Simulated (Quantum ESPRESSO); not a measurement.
Ir under changes of volume

One of the cells (14.059 Å³/atom); the others are scaled copies at fixed shape and fractional positions:

```
CELL_PARAMETERS angstrom
0.00000 1.91560 1.91560
1.91560 0.00000 1.91560
1.91560 1.91560 0.00000
ATOMIC_POSITIONS crystal
Ir 0.00000 0.00000 0.00000
```

* Program: Quantum ESPRESSO 7.5
* Functional: LDA
* Potentials or basis: PseudoDojo 0.4.1 SR LDA standard
* Cutoff: 762 eV
* Density cutoff: 3048 eV
* k mesh: 12 × 12 × 12
* Occupations: fermi-dirac, width 0.05 eV
* Spin: no spin polarisation

| volume (Å³/atom) | energy over the lowest point (meV/atom) | pressure (GPa) |
| --- | --- | --- |
| 13.215 | 33.41 | 18.2 |
| 13.496 | 8.38 | 8.1 |
| 13.778 | 0.00 | -0.8 |
| 14.059 | 6.31 | -8.6 |
| 14.340 | 25.68 | -15.6 |
| 14.621 | ? | ? |
| 14.902 | 97.47 | -27.1 |

Question: What does the run at 14.621 Å³/atom give?

Answer: Energy over the lowest point 56.50 meV/atom; pressure -21.7 GPa.

Worked out: A Birch-Murnaghan fit of order 3 (a polynomial in V^(-2/3)) to the other rows has its minimum at 13.79 Å³/atom with B0 = V·E''(V) = 408 GPa and B' = 5.0. It gives 56.50 meV/atom at 14.621 Å³/atom, against the run's 56.50, and -dE/dV = -20.6 GPa, against -21.7.

Energies are extrapolated to zero smearing.
